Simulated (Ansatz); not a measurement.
# Re: checking dH/dP = V

The calculation used DFT PBE, scalar-relativistic, plane waves, PAW (Ansatz). Run with 420 eV cutoff, 18×18×6 k-mesh, Gaussian smearing of 0.10 eV, no spin polarisation.

The relaxed crystal:

```
Re
1.0
     2.77673    0.00000    0.00000
    -1.38836    2.40471    0.00000
     0.00000    0.00000    8.95055
Re
4
Direct
  0.00000 0.00000 0.00000
  0.33333 0.66667 0.25000
  0.00000 0.00000 0.50000
  0.66667 0.33333 0.75000
```

Cell and atoms were relaxed at each target pressure within the start's symmetry (P6_3/mmc), at zero temperature; other phases can be more stable under pressure. H = E + PV with P the target; E is the free energy at the smearing used, whose derivative the pressure is, per atom and counted from zero pressure.

Spin–orbit coupling is left out, which can shift energies with elements as heavy as these.

| P (GPa) | V (Å³/atom) | E − E0 (meV) | H − H0 (meV) |
| --- | --- | --- | --- |
| 0 | 14.941 | 0.0 | 0.0 |
| 2 | 14.861 | 0.5 | 186.0 |
| 5 | 14.742 | 3.1 | 463.2 |
| 10 | 14.560 | 11.6 | 920.4 |
| 20 | 14.225 | 42.7 | 1818.5 |
| 40 | 13.658 | 147.6 | 3557.6 |

Task: Thermodynamics gives dH/dP = V along a relaxed path. Integrate V over P by the trapezoid rule and compare with the computed enthalpies.

Result: With 1 eV/Å³ = 160.22 GPa, each step adds the mean volume times ΔP / 160.22:
| P (GPa) | ∫V dP (meV) | H − H0 (meV) | difference (meV) |
| --- | --- | --- | --- |
| 2 | 186.0 | 186.0 | 0.0 |
| 5 | 463.2 | 463.2 | 0.0 |
| 10 | 920.4 | 920.4 | 0.0 |
| 20 | 1818.7 | 1818.5 | 0.2 |
| 40 | 3559.1 | 3557.6 | 1.4 |

V(P) curves upward, so the trapezoid rule runs high; integrating a smooth curve through the same points puts that excess at about 1.6 meV at 40 GPa, against the 1.4 meV found.

Task: At 40 GPa, how much of the enthalpy change is stored energy and how much is the PV term?

Result: E rises by 148 meV/atom and PV is 40 × 13.658 / 160.22 = 3410 meV/atom, so PV makes 96 % of ΔH. So between rival structures at high pressure a small difference in volume can outweigh the difference in energy: 1 % of this volume is worth 34.1 meV/atom at this pressure.

Task: What bulk modulus do the lowest pressures give?

Result: From the pressures that the runs reached, -1.99 GPa (15.024 Å³) and 1.99 GPa (14.861 Å³), B = −ΔP/Δln V = 3.98 / 0.0109 = 365 GPa, a mean over that range.